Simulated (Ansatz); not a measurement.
**Guessed and relaxed cells of Ge**

Recipe of this trial structure of Ge: random cell by space group and Wyckoff sites (Pmmm, No. 47). Its size is a rough estimate.

start.cif

```cif
data_structure
_symmetry_space_group_name_H-M 'P 1'
_symmetry_Int_Tables_number 1
_cell_length_a 2.1778
_cell_length_b 3.0499
_cell_length_c 3.1179
_cell_angle_alpha 90.000
_cell_angle_beta 90.000
_cell_angle_gamma 90.000
_cell_volume 20.71
loop_
_atom_site_label
_atom_site_type_symbol
_atom_site_fract_x
_atom_site_fract_y
_atom_site_fract_z
_atom_site_occupancy
Ge1 Ge 0.50000 0.00000 0.50000 1
```

The calculation used Ansatz 0.2.0, DFT PBE, scalar-relativistic, plane waves, PAW. Cutoff 420 eV, Gaussian smearing, Γ-centred meshes. Cell and atoms relax first on a coarse mesh and then on a finer one. In between, the cell is made exact in the group found at 0.06 Å. In metals the finer mesh still leaves noise of several meV/atom or more. The steps can't lower the symmetry of their start. No spin polarisation.

end.cif

```cif
data_structure
_symmetry_space_group_name_H-M 'P 1'
_symmetry_Int_Tables_number 1
_cell_length_a 2.7111
_cell_length_b 2.7111
_cell_length_c 2.7111
_cell_angle_alpha 90.000
_cell_angle_beta 90.000
_cell_angle_gamma 90.000
_cell_volume 19.93
loop_
_atom_site_label
_atom_site_type_symbol
_atom_site_fract_x
_atom_site_fract_y
_atom_site_fract_z
_atom_site_occupancy
Ge1 Ge 0.00000 0.00000 0.00000 1
```

The symmetry goes from Pmmm (No. 47) to Pm-3m (No. 221). The end has the simple cubic type. The volume per atom shrinks by 3.8 %, from 20.7 to 19.9 Å³. The shortest distance goes from 2.18 Å (Ge–Ge) to 2.71 Å (Ge–Ge). The energy falls by about 0.92 eV/atom (the start's value is from the coarse mesh). The end is written in a standard setting, so origin, axes and order of atoms can differ from the start's.

```json
{
 "Volume per atom": "19.93 Å³",
 "Density": "6.05 g/cm³",
 "Energy over the standard state": "+0.24 eV/atom",
 "Gap on the 20×20×20 mesh of the 1-atom cell": "0 eV (a metal)"
}
```

Energies count from the standard state of Ge at the same level. So it is a metastable form at best.

The last run used Gaussian smearing of 0.10 eV. A structure relaxed within its symmetry needn't be a true minimum. In all, the 3 runs took 71 s on 1 thread of Intel(R) Xeon(R) Processor @ 2.70GHz (shared host).
